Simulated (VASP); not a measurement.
# MnSi (P2_13) in VASP: a series of runs, part 2 of 2

VASP 6.6.1. Earlier steps stand in the parts before.

## (3) Relaxation of cell and atoms, PBE, collinear spin, ferromagnetic start

The input, INCAR:

```
ALGO = Normal ; AMIX = 0.2
AMIX_MAG = 0.8 ; BMIX = 1E-4
BMIX_MAG = 1E-4 ; EDIFF = 1E-6
EDIFFG = -0.01 ; ENCUT = 600
GGA = PE ; IBRION = 2
ISIF = 3 ; ISMEAR = 1
ISPIN = 2 ; KPAR = 4
LASPH = True ; LCHARG = False
LMAXMIX = 4 ; LORBIT = 11
LREAL = False ; LWAVE = False
MAGMOM = 3.5 3.5 3.5 3.5 0 0 0 0 ; NELM = 150
NSW = 90 ; PREC = Accurate
SIGMA = 0.1
```

The input, KPOINTS:

```
k-points
0
Gamma
  8 8 8
```

The input, POSCAR:

```
MnSi
1.0
    4.5480000000      0.0000000000      0.0000000000
    0.0000000000      4.5480000000      0.0000000000
    0.0000000000      0.0000000000      4.5480000000
Mn Si
4 4
Direct
    0.1380000000      0.1380000000      0.1380000000
    0.3620000000      0.8620000000      0.6380000000
    0.6380000000      0.3620000000      0.8620000000
    0.8620000000      0.6380000000      0.3620000000
    0.8460000000      0.8460000000      0.8460000000
    0.6540000000      0.1540000000      0.3460000000
    0.3460000000      0.6540000000      0.1540000000
    0.1540000000      0.3460000000      0.6540000000
```

Potentials or basis: VASP PAW PBE potentials, release 64 (Mn_pv, Si).

The run is started by

```console
> cat potpaw_PBE.64/Mn_pv/POTCAR potpaw_PBE.64/Si/POTCAR > POTCAR
> mpirun -np 4 vasp_std > vasp.out
```

OUTCAR:

```text
AMIX = 0.2
   AMIX_MAG = 0.8
   EDIFF = 1E-6
   EDIFFG = -0.01
   ENCUT = 600
   GGA = PE
   IBRION = 2
   ISIF = 3
   ISMEAR = 1
   ISPIN = 2
   LASPH = True
   LORBIT = 11
   LREAL = False
   NELM = 150
   NSW = 90
   PREC = Accurate

 ion  position               nearest neighbor table
   1  0.138  0.138  0.138-   5 2.30   6 2.40   7 2.40   8 2.40   7 2.53   8 2.53   6 2.53   3 2.79
                             4 2.79   2 2.79   2 2.79   4 2.79   3 2.79
   2  0.362  0.862  0.638-   6 2.30   5 2.40   7 2.40   8 2.40   7 2.53   8 2.53   5 2.53   1 2.79
                             1 2.79   3 2.79   3 2.79   4 2.79   4 2.79
   3  0.638  0.362  0.862-   7 2.30   6 2.40   5 2.40   8 2.40   8 2.53   6 2.53   5 2.53   1 2.79
                             4 2.79   2 2.79   2 2.79   4 2.79   1 2.79
   4  0.862  0.638  0.362-   8 2.30   6 2.40   7 2.40   5 2.40   6 2.53   5 2.53   7 2.53   1 2.79
                             3 2.79   2 2.79   1 2.79   2 2.79   3 2.79
   5  0.846  0.846  0.846-   1 2.30   2 2.40   3 2.40   4 2.40   3 2.53   4 2.53   2 2.53   6 2.81
                             7 2.81   8 2.81   6 2.81   8 2.81   7 2.81
   6  0.654  0.154  0.346-   2 2.30   1 2.40   3 2.40   4 2.40   3 2.53   4 2.53   1 2.53   8 2.81
                             5 2.81   5 2.81   7 2.81   7 2.81   8 2.81
   7  0.346  0.654  0.154-   3 2.30   2 2.40   1 2.40   4 2.40   4 2.53   2 2.53   1 2.53   8 2.81
                             5 2.81   8 2.81   6 2.81   6 2.81   5 2.81
   8  0.154  0.346  0.654-   4 2.30   2 2.40   3 2.40   1 2.40   2 2.53   1 2.53   3 2.53   7 2.81
[... 1587 lines left out ...]
  band No.  band energies     occupation
      1     -36.2581      1.00000
      2     -36.2581      1.00000
      3     -36.2581      1.00000
      4     -36.1712      1.00000
      5     -36.0407      1.00000
      6     -36.0407      1.00000
[... 1165 lines left out ...]
     45      15.7567      0.00000
     46      16.4357      0.00000

 [... further k-points ...]

 [bands above 46 left out]

------------------------ aborting loop because EDIFF is reached ----------------------------------------

  FORCE on cell =-STRESS in cart. coord.  units (eV):
  Direction    XX          YY          ZZ          XY          YZ          ZX
  --------------------------------------------------------------------------------------
  -------------------------------------------------------------------------------------
  Total        0.0164915      0.0164915      0.0164915      0.0000000      0.0000000      0.0000000
  in kB        0.2865656      0.2865656      0.2865656      0.0000000      0.0000000      0.0000000
  external PRESSURE =       0.2865656 kB  Pullay stress =       0.0000000 kB
[... 23 lines left out ...]
  FREE ENERGIE OF THE ION-ELECTRON SYSTEM (eV)
  ---------------------------------------------------
  free  energy   TOTEN  =       -61.4329737034 eV

  energy  without entropy=      -61.4367420542  energy(sigma->0) =      -61.43422982

 reached required accuracy - stopping structural energy minimisation

 total charge

# of ion       s       p       d       tot
------------------------------------------
    1        0.334   6.389   5.290  12.012
    2        0.334   6.389   5.290  12.012
    3        0.334   6.389   5.290  12.012
    4        0.334   6.389   5.290  12.012
    5        0.744   0.906   0.000   1.649
    6        0.744   0.906   0.000   1.649
    7        0.744   0.906   0.000   1.649
    8        0.744   0.906   0.000   1.649
--------------------------------------------------
tot          4.310  29.176  21.159  54.645

 magnetization (x)

# of ion       s       p       d       tot
------------------------------------------
    1        0.001   0.007   1.045   1.053
    2        0.001   0.007   1.045   1.053
    3        0.001   0.007   1.045   1.053
    4        0.001   0.007   1.045   1.053
    5       -0.013  -0.036   0.000  -0.048
    6       -0.013  -0.036   0.000  -0.048
    7       -0.013  -0.036   0.000  -0.048
    8       -0.013  -0.036   0.000  -0.048
--------------------------------------------------
tot         -0.049  -0.113   4.180   4.018
```

CONTCAR:

```text
MnSi
   1.00000000000000
     4.5176767716459878   -0.0000000000000000   -0.0000000000000000
     0.0000000000000000    4.5176767716459878    0.0000000000000000
     0.0000000000000000    0.0000000000000000    4.5176767716459878
  Mn              Si
     4     4
Direct
     0.1364208591749149    0.1364208591749149    0.1364208591749149
     0.3635791408250851    0.8635791408250851    0.6364208591749149
     0.6364208591749149    0.3635791408250851    0.8635791408250851
     0.8635791408250851    0.6364208591749149    0.3635791408250851
     0.8451836175454904    0.8451836175454904    0.8451836175454904
     0.6548163824545096    0.1548163824545095    0.3451836175454904
     0.3451836175454904    0.6548163824545096    0.1548163824545095
     0.1548163824545095    0.3451836175454904    0.6548163824545096

  0.00000000E+00  0.00000000E+00  0.00000000E+00
  0.00000000E+00  0.00000000E+00  0.00000000E+00
  0.00000000E+00  0.00000000E+00  0.00000000E+00
  0.00000000E+00  0.00000000E+00  0.00000000E+00
  0.00000000E+00  0.00000000E+00  0.00000000E+00
  0.00000000E+00  0.00000000E+00  0.00000000E+00
  0.00000000E+00  0.00000000E+00  0.00000000E+00
  0.00000000E+00  0.00000000E+00  0.00000000E+00
```

It took 8.7 min on 4 MPI ranks of Intel Xeon Platinum 8259CL at 2.50GHz (Skylake/Cascade Lake), shared host; peak memory 0.47 GiB.

What came out:

| Item | Value |
| --- | --- |
| Free energy | -61.4330 eV |
| Relaxed volume | 11.53 Å³/atom |
| Relaxed cell | a = 4.518 Å, b = 4.518 Å, c = 4.518 Å, α = 90.00°, β = 90.00°, γ = 90.00° |
| Space group after relaxing (to 0.05 Å) | P2_13 (No. 198) |
| Energy gained by relaxing | 4.2 meV/atom |
| Ionic steps | 5 |
| Pressure after relaxing | 0.0 GPa |
| Largest force after relaxing | 0.008 eV/Å |
| Band gap on the k mesh | none (metal or under the smearing width) |
| Net moment | 3.98 μB per cell |
| Site moments | Mn +1.05; Si -0.05 μB |
| Valence electrons inside the program's atomic spheres | Mn 12.01; Si 1.65 |

Forces on the atoms (eV/Å):
```
Mn   0.005  0.005  0.005
Mn  -0.005 -0.005  0.005
Mn   0.005 -0.005 -0.005
Mn  -0.005  0.005 -0.005
Si  -0.002 -0.002 -0.002
Si   0.002  0.002 -0.002
Si  -0.002  0.002  0.002
Si   0.002 -0.002  0.002
```

Step by step:
| step | energy change (eV) | largest force (eV/Å) | pressure (GPa) | volume (Å³) |
| --- | --- | --- | --- | --- |
| 1 | 0.0000 | 0.2448 | -4.47 | 94.07 |
| 2 | 0.0137 | 0.1080 | 6.21 | 89.68 |
| 3 | -0.0321 | 0.0932 | 0.18 | 92.04 |
| 4 | -0.0336 | 0.0325 | 0.12 | 92.13 |
| 5 | -0.0339 | 0.0084 | 0.03 | 92.20 |

Final structure:
```
Mn Si
1.0
     4.51768    0.00000    0.00000
     0.00000    4.51768    0.00000
     0.00000    0.00000    4.51768
Mn Si
4 4
Cartesian
  0.6163 0.6163 0.6163
  1.6425 3.9014 2.8751
  2.8751 1.6425 3.9014
  3.9014 2.8751 1.6425
  3.8183 3.8183 3.8183
  2.9582 0.6994 1.5594
  1.5594 2.9582 0.6994
  0.6994 1.5594 2.9582
```

Levels at points of the mesh, in eV from the Fermi level:
Spin up:
| k point | band 32 | band 33 | band 34 | band 35 | band 36 | band 37 | band 38 | band 39 | band 40 | band 41 |
| --- | --- | --- | --- | --- | --- | --- | --- | --- | --- | --- |
| (0.00, 0.00, 0.00) | -0.38 | -0.38 | -0.38 | -0.31 | -0.31 | 0.77 | 0.77 | 0.77 | 2.99 | 2.99 |
| (0.50, 0.00, 0.00) | -1.30 | -0.62 | -0.62 | -0.12 | -0.12 | 0.30 | 0.30 | 1.83 | 1.83 | 2.19 |
| (0.50, 0.50, 0.00) | -1.29 | -1.04 | -1.04 | -0.58 | -0.58 | 0.76 | 0.76 | 1.32 | 1.32 | 2.77 |
| (0.50, 0.50, 0.50) | -0.92 | -0.70 | -0.70 | -0.70 | -0.70 | 0.62 | 0.62 | 0.62 | 0.62 | 5.36 |
Spin down:
```
           k point  band 29  band 30  band 31  band 32  band 33  band 34  band 35  band 36
(0.00, 0.00, 0.00)    -1.40    -1.40    -1.40     0.68     0.68     0.68     1.00     1.00
(0.50, 0.00, 0.00)    -1.19    -1.19    -0.41    -0.41     0.61     0.61     0.90     0.90
(0.50, 0.50, 0.00)    -0.61    -0.61    -0.50    -0.50    -0.26    -0.26     0.61     0.61
(0.50, 0.50, 0.50)     0.07     0.07     0.07     0.07     0.25     0.25     0.25     0.25
```
